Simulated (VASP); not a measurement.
Cu:

```
CELL_PARAMETERS angstrom
2.53410 0.00000 0.00000
-1.26705 2.19459 0.00000
0.00000 0.00000 4.11257
ATOMIC_POSITIONS crystal
Cu 0.66667 0.33333 0.75000
Cu 0.33333 0.66667 0.25000
```

This isn't the form of Cu at room conditions, which is fcc.

| Item | Value |
| --- | --- |
| Program | VASP 6.6.1 |
| Task | relaxation of cell and atoms |
| Functional | LDA |
| Potentials or basis | VASP PAW LDA potentials, release 64 (Cu) |
| Cutoff | 600 eV |
| k mesh | 10 × 10 × 6 |
| Occupations | fermi-dirac, width 0.05 eV |
| Spin | no spin polarisation |

At the start: pressure -6.6 GPa; volume 11.44 Å³/atom.

Problem. Where does the relaxation end?

Solution. Over 3 steps the energy falls by 10.6 meV/atom and the volume is 10.96 Å³/atom (-4.2 %); space group P6_3/mmc (No. 194, to 0.05 Å).

Step by step:
| step | energy change (eV) | largest force (eV/Å) | pressure (GPa) | volume (Å³) |
| --- | --- | --- | --- | --- |
| 1 | 0.0000 | 0.0000 | -6.56 | 22.87 |
| 2 | -0.0124 | 0.0000 | 5.13 | 21.36 |
| 3 | -0.0213 | 0.0000 | 0.11 | 21.91 |

Final structure:
```
Cu
1.0
     2.49854    0.00000    0.00000
    -1.24927    2.16380    0.00000
     0.00000    0.00000    4.05314
Cu
2
Direct
  0.66667 0.33333 0.75000
  0.33333 0.66667 0.25000
```
